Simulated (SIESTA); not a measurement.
SnTe:

```
Te Sn
1.0
     0.00000    3.15085    3.15085
     3.15085    0.00000    3.15085
     3.15085    3.15085    0.00000
Te Sn
1 1
Direct
  0.50000 0.50000 0.50000
  0.00000 0.00000 0.00000
```

Base run:

```yaml
Program: SIESTA 5.4.2
Functional: PBE
Potentials_or_basis: PseudoDojo 0.4 standard (PBE files)
Basis: DZP (energy shift 0.003 Ry; two zetas on semicore shells)
Grid_cutoff: 500 Ry
Energy_shift: 0.003 Ry
k_mesh: 7 × 7 × 7
Occupations: fermi-dirac, width 0.05 eV
Spin: no spin polarisation
```

Its results: pressure 2.9 GPa.

Q: After a change of settings the same cell gave: pressure 0.3 GPa. Which change was it?
A. functional from PBE to BLYP
B. basis from DZP (energy shift 0.003 Ry; two zetas on semicore shells) to TZP (energy shift 0.01 Ry); energy shift from 0.003 Ry to 0.01 Ry
C. functional from PBE to PBEsol; potentials or basis from PseudoDojo 0.4 standard (PBE files) to PseudoDojo 0.4 standard (PBEsol files)
D. functional from PBE to LDA; potentials or basis from PseudoDojo 0.4 standard (PBE files) to PseudoDojo 0.4 standard (LDA files)

A: C.

Caveats: the basis of atomic orbitals isn't converged, which shifts pressures, moduli and gaps.
